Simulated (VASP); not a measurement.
Here is a VASP 6.6.1 calculation.

The input INCAR:

```
PREC     = Accurate       # precision mode
ENCUT    = 600            # plane-wave cutoff, eV
EDIFF    = 1E-6           # SCF threshold, eV
ISMEAR   = 0              # smearing method
SIGMA    = 0.03           # smearing width, eV
LREAL    = F              # projectors in reciprocal space
LASPH    = T              # aspherical terms in the spheres
NELM     = 80             # most SCF steps
ALGO     = Normal         # electronic algorithm
ISIF     = 3              # what is computed and relaxed
LWAVE    = F              # write WAVECAR
LCHARG   = F              # write CHGCAR
GGA      = PE             # functional
IBRION   = 2              # ionic algorithm
NSW      = 90             # ionic steps
EDIFFG   = -0.01          # ionic threshold
```

KPOINTS

```
Automatic mesh
0
Gamma
  12 12 12
```

The input POSCAR:

```
CdO
1.0
    0.0000000000      2.3495000000      2.3495000000
    2.3495000000      0.0000000000      2.3495000000
    2.3495000000      2.3495000000      0.0000000000
Cd O
1 1
Direct
    0.0000000000      0.0000000000      0.0000000000
    0.5000000000      0.5000000000      0.5000000000
```

Potentials or basis: VASP PAW PBE potentials, release 64 (Cd, O).

Launch:

```bash
$ cat potpaw_PBE.64/Cd/POTCAR potpaw_PBE.64/O/POTCAR > POTCAR
$ mpirun -np 1 vasp_std > vasp.out
```

(1) Estimate the relaxed cell.

(2) Estimate the relaxed volume.

(3) Predict the space group after relaxing (to 0.05 Å).

Results:

(1) a = 3.380 Å, b = 3.380 Å, c = 3.380 Å, α = 60.00°, β = 60.00°, γ = 60.00°.

(2) 13.66 Å³/atom.

(3) Fm-3m (No. 225).
